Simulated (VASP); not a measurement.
# Sc (P6_3/mmc) in VASP: settings compared, part 2 of 2

VASP 6.6.1. Earlier steps stand in the parts before.

### Step 3. Relaxation of cell and atoms, PBE+D3(BJ)

This run uses another cell than the first one, of 25.00 Å³/atom, 1.058 times its volume.

Input file INCAR:

```
PREC = Accurate
ENCUT = 600
EDIFF = 1E-6
ISMEAR = 1
SIGMA = 0.1
LREAL = False
LASPH = True
NELM = 80
ALGO = Normal
ISIF = 3
LWAVE = False
LCHARG = False
GGA = PE
IVDW = 12
IBRION = 2
NSW = 90
EDIFFG = -0.01
```

Input file KPOINTS:

```
regular mesh
0
Gamma
  15 15 7
```

Input file POSCAR:

```
Sc
1.0
    3.3090000000      0.0000000000      0.0000000000
   -1.6545000000      2.8656780611      0.0000000000
    0.0000000000      0.0000000000      5.2733000000
Sc
2
Direct
    0.3333333333      0.6666666667      0.2500000000
    0.6666666667      0.3333333333      0.7500000000
```

Potentials or basis: VASP PAW PBE potentials, release 64 (Sc_sv).

Command:

```sh
> cat potpaw_PBE.64/Sc_sv/POTCAR > POTCAR
> mpirun -np 1 vasp_std > vasp.out
```

OUTCAR:

```text
PREC = Accurate
   ENCUT = 600
   EDIFF = 1E-6
   ISMEAR = 1
   LREAL = False
   LASPH = True
   NELM = 80
   ISIF = 3
   GGA = PE
   IVDW = 12
   IBRION = 2
   NSW = 90
   EDIFFG = -0.01
 IVDW          = 12

 ion  position               nearest neighbor table
   1  0.333  0.667  0.250-   2 3.26   2 3.26   2 3.26   2 3.26   2 3.26   2 3.26
   2  0.667  0.333  0.750-   1 3.26   1 3.26   1 3.26   1 3.26   1 3.26   1 3.26

  LATTYP: Found a hexagonal cell.
 ALAT       =     3.3090000000
 C/A-ratio  =     1.5936234512

  Lattice vectors:

 A1 = (   3.3090000000,   0.0000000000,   0.0000000000)
 A2 = (  -1.6545000000,   2.8656780611,   0.0000000000)
 A3 = (   0.0000000000,   0.0000000000,   5.2733000000)

Analysis of symmetry for initial positions (statically):
=====================================================================
 Subroutine PRICEL returns:
 Original cell was already a primitive cell.

 Routine SETGRP: Setting up the symmetry group for a
 hexagonal supercell.

 Subroutine GETGRP returns: Found 24 space group operations
 (whereof 12 operations were pure point group operations)
 out of a pool of 24 trial point group operations.

The static configuration has the point symmetry D_3d.
 The point group associated with its full space group is D_6h.

Analysis of symmetry for dynamics (positions and initial velocities):
=====================================================================
 Subroutine PRICEL returns:
 Original cell was already a primitive cell.

 Routine SETGRP: Setting up the symmetry group for a
 hexagonal supercell.

 Subroutine GETGRP returns: Found 24 space group operations
 (whereof 12 operations were pure point group operations)
 out of a pool of 24 trial point group operations.

The dynamic configuration has the point symmetry D_3d.
 The point group associated with its full space group is D_6h.

 Subroutine INISYM returns: Found 24 space group operations
 (whereof 12 operations are pure point group operations),
 and found     1 'primitive' translations

----------------------------------------------------------------------------------------

                                     Primitive cell

  volume of cell :      50.0042

  direct lattice vectors                    reciprocal lattice vectors
     3.309000000  0.000000000  0.000000000     0.302206105  0.174478776  0.000000000
    -1.654500000  2.865678061  0.000000000     0.000000000  0.348957552  0.000000000
     0.000000000  0.000000000  5.273300000     0.000000000  0.000000000  0.189634574

  length of vectors
     3.309000000  3.309000000  5.273300000     0.348957552  0.348957552  0.189634574

  position of ions in fractional coordinates (direct lattice)
     0.333333333  0.666666667  0.250000000
     0.666666667  0.333333333  0.750000000

  ion indices of the primitive-cell ions
   primitive index   ion index
                 1           1
                 2           2

----------------------------------------------------------------------------------------

 KPOINTS: regular mesh

Automatic generation of k-mesh.
 Grid dimensions read from file:
 generate k-points for:   15   15    7

 Generating k-lattice:

  Cartesian coordinates                     Fractional coordinates (reciprocal lattice)
     0.020147074  0.011631918  0.000000000     0.066666667  0.000000000  0.000000000
     0.000000000  0.023263837  0.000000000     0.000000000  0.066666667  0.000000000
     0.000000000  0.000000000  0.027090653     0.000000000  0.000000000  0.142857143

  Length of vectors
     0.023263837  0.023263837  0.027090653

  Shift w.r.t. Gamma in fractional coordinates (k-lattice)
     0.000000000  0.000000000  0.000000000

 Subroutine IBZKPT returns following result:
 ===========================================

 Found    108 irreducible k-points:

 Following reciprocal coordinates:
            Coordinates               Weight
  0.000000  0.000000  0.000000      1.000000
  0.066667  0.000000  0.000000      6.000000
  0.133333  0.000000  0.000000      6.000000
  0.200000 -0.000000  0.000000      6.000000
  0.266667  0.000000  0.000000      6.000000
  0.333333  0.000000  0.000000      6.000000
[... 16 lines left out ...]
  0.333333  0.200000  0.000000     12.000000
  0.400000  0.200000  0.000000      6.000000
 [... further k-points ...]
   k-points           NKPTS =    108   k-points in BZ     NKDIM =    108   number of bands    NBANDS=     15
   number of dos      NEDOS =    301   number of ions     NIONS =      2
   total plane-waves  NPLWV =  32928
   dimension x,y,z NGX =    28 NGY =   28 NGZ =   42
   dimension x,y,z NGXF=    56 NGYF=   56 NGZF=   84
   ions per type =               2
   NGX,Y,Z   is equivalent  to a cutoff of  14.07, 14.07, 13.24 a.u.
   NGXF,Y,Z  is equivalent  to a cutoff of  28.13, 28.13, 26.48 a.u.
 SYSTEM =  unknown system
   PREC   = accura    normal or accurate (medium, high low for compatibility)
   ISTART =      0    job   : 0-new  1-cont  2-samecut
   ICHARG =      2    charge: 1-file 2-atom 10-const
   ISPIN  =      1    spin polarized calculation?
   LNONCOLLINEAR =      F non collinear calculations
   LSORBIT =      F    spin-orbit coupling
   LASPH  =      T    aspherical Exc in radial PAW
   ENCUT  =  600.0 eV  44.10 Ry    6.64 a.u.   6.61  6.61 10.53*2*pi/ulx,y,z
   NELM   =     80;   NELMIN=  2; NELMDL= -5     # of ELM steps
   EDIFF  = 0.1E-05   stopping-criterion for ELM
   LREAL  =      F    real-space projection
   EDIFFG = -.1E-01   stopping-criterion for IOM
   NSW    =     90    number of steps for IOM
   IBRION =      2    ionic relax: 0-MD 1-quasi-New 2-CG
   NFREE  =      1    steps in history (QN), initial steepest desc. (CG)
   ISIF   =      3    stress and relaxation
   ISYM   =      2    0-nonsym 1-usesym 2-fastsym
   POTIM  = 0.5000    time-step for ionic-motion
   TEBEG  =    0.0;   TEEND  =   0.0 temperature during run
   PSTRESS=    0.0 pullay stress
   NELECT =      22.0000    total number of electrons
   NUPDOWN=      -1.0000    fix difference up-down
   EMIN   =  10.00;   EMAX   =-10.00  energy-range for DOS
   EFERMI =   0.00;   METHOD = LEGACY
   ISMEAR =     1;   SIGMA  =   0.10  broadening in eV -4-tet -1-fermi 0-gaus
   EFERMI_NEDOS =   21; number of points for ismear=-14 and -15
   IALGO  =     38    algorithm
   IMIX   =      4    mixing-type and parameters
     AMIX     =   0.40;   BMIX     =  1.00
     AMIX_MAG =   1.60;   BMIX_MAG =  1.00
  volume/ion in A,a.u.               =      25.00       168.72
  Fermi-wavevector in a.u.,A,eV,Ry     =   1.245127  2.352948 21.093660  1.550340
  Thomas-Fermi vector in A             =   2.379363
   LORBIT       =      0    0 simple, 1 ext, 2 COOP (PROOUT), +10 PAW based schemes
   GGA     = PE    functional components
   LHFCALC =     F    Hartree Fock is set to
   AEXX    =    0.0000 exact exchange contribution
   IVDW    =    12    specifies the selected vdW correction
   LEPSILON=     F    determine dielectric tensor
   LRPA    =     F    only Hartree local field effects (RPA)
 conjugate gradient relaxation of ions
 non-spin polarized calculation
 Methfessel and Paxton  Order N= 1 SIGMA  =   0.10
  energy-cutoff  :      600.00
  volume of cell :       50.00
 maximum number of plane-waves:      1713
 NGX is ok and might be reduce to    28
   NGX = 13   NGY = 13   NGZ = 21

--------------------------------------- Ionic step        1  -------------------------------------------

 number of electron      22.0000001 magnetization

 Free energy of the ion-electron system (eV)
  ---------------------------------------------------
  ext. energy  EPLUGINS =         0.00000000
  ---------------------------------------------------
  free energy    TOTEN  =       -12.49198023 eV

  energy without entropy =      -12.49055923  energy(sigma->0) =      -12.49150656

 E-fermi :   3.6037     XC(G=0):  -9.8213

 val. band max:        3.6017564414   @ k =   0.4000   0.0000   0.4286
 cond. band min:       3.6061018055   @ k =   0.1333   0.0667   0.0000
 fundamental gap:      0.0043453641
 Fermi energy:         3.6037282908

 k-point     1 :       0.0000    0.0000    0.0000
  band No.  band energies     occupation
      1     -45.8598      2.00000
      2     -45.7988      2.00000
      3     -24.6627      2.00000
      4     -24.3446      2.00000
      5     -24.3446      2.00000
      6     -24.2882      2.00000
      7     -24.2882      2.00000
      8     -24.2681      2.00000
      9      -1.5065      2.00000
     10       1.9407      2.00000
     11       4.0180     -0.00000
     12       5.1894     -0.00000
     13       5.1894     -0.00000
     14       5.3043     -0.00000
     15       5.5965     -0.00000
[... 651 lines left out ...]
  energy  without entropy=      -13.2948081832  energy(sigma->0) =      -13.29465245

--------------------------------------- Ionic step        7  -------------------------------------------

 number of electron      22.0000000 magnetization

 Free energy of the ion-electron system (eV)
  ---------------------------------------------------
  ext. energy  EPLUGINS =         0.00000000
  ---------------------------------------------------
  free energy    TOTEN  =       -12.47953781 eV

  energy without entropy =      -12.47978045  energy(sigma->0) =      -12.47961869

 E-fermi :   3.9661     XC(G=0): -10.0703

 val. band max:        3.9634781493   @ k =   0.4667   0.0000   0.4286
 cond. band min:       3.9683561092   @ k =   0.4000   0.0000   0.4286
 fundamental gap:      0.0048779599
 Fermi energy:         3.9661150872

 k-point     1 :       0.0000    0.0000    0.0000
  band No.  band energies     occupation
      1     -45.3372      2.00000
      2     -45.2482      2.00000
      3     -24.2110      2.00000
      4     -23.8122      2.00000
      5     -23.8122      2.00000
      6     -23.7325      2.00000
      7     -23.7325      2.00000
      8     -23.6946      2.00000
      9      -1.2520      2.00000
     10       2.2707      2.00000
     11       4.7344     -0.00000
     12       5.6011     -0.00000
     13       5.6011     -0.00000
     14       5.9221     -0.00000
     15       6.0917      0.00000
[... 447 lines left out ...]
  FREE ENERGIE OF THE ION-ELECTRON SYSTEM (eV)
  ---------------------------------------------------
  free  energy   TOTEN  =       -13.2945833371 eV

  energy  without entropy=      -13.2948259764  energy(sigma->0) =      -13.29466422

 reached required accuracy - stopping structural energy minimisation
```

It took 2.5 min on 1 thread of Intel Xeon 6975P-C (Granite Rapids), shared host; peak memory 0.25 GiB.

What came out:

| Property | Result |
| --- | --- |
| Free energy | -13.2946 eV |
| Relaxed volume | 23.50 Å³/atom |
| Relaxed cell | a = 3.273 Å, b = 3.273 Å, c = 5.066 Å, α = 90.00°, β = 90.00°, γ = 120.00° |
| Space group after relaxing (to 0.05 Å) | P6_3/mmc (No. 194) |
| Energy gained by relaxing | 18.9 meV/atom |
| Ionic steps | 7 |
| Pressure after relaxing | 0.0 GPa |
| Band gap on the k mesh | none (metal or under the smearing width) |
| Dispersion energy per atom | -0.408 eV |

The path:
```tsv
step	energy change (eV)	largest force (eV/Å)	pressure (GPa)	volume (Å³)
1	0.0000	0.0000	-3.20	50.00
2	-0.0350	0.0000	0.69	46.47
3	-0.0356	0.0000	0.19	46.86
4	-0.0376	0.0000	0.11	46.91
5	-0.0379	0.0000	0.09	46.94
6	-0.0379	0.0000	0.05	46.94
7	-0.0379	0.0000	-0.01	47.00
```

Final structure:
```xyz
2
Lattice="3.2730 0.0000 0.0000 -1.6365 2.8345 0.0000 0.0000 0.0000 5.0663" Properties=species:S:1:pos:R:3 pbc="T T T"
Sc    0.0000    1.8897    1.2666
Sc    1.6365    0.9448    3.7998
```

Levels at points of the mesh, in eV from the Fermi level:
| k point | band 9 | band 10 | band 11 | band 12 | band 13 | band 14 |
| --- | --- | --- | --- | --- | --- | --- |
| (0.00, 0.00, 0.00) | -5.22 | -1.70 | 0.77 | 1.63 | 1.63 | 1.96 |

Caveat: pairwise dispersion overbinds metals, which lowers pressure and volume.
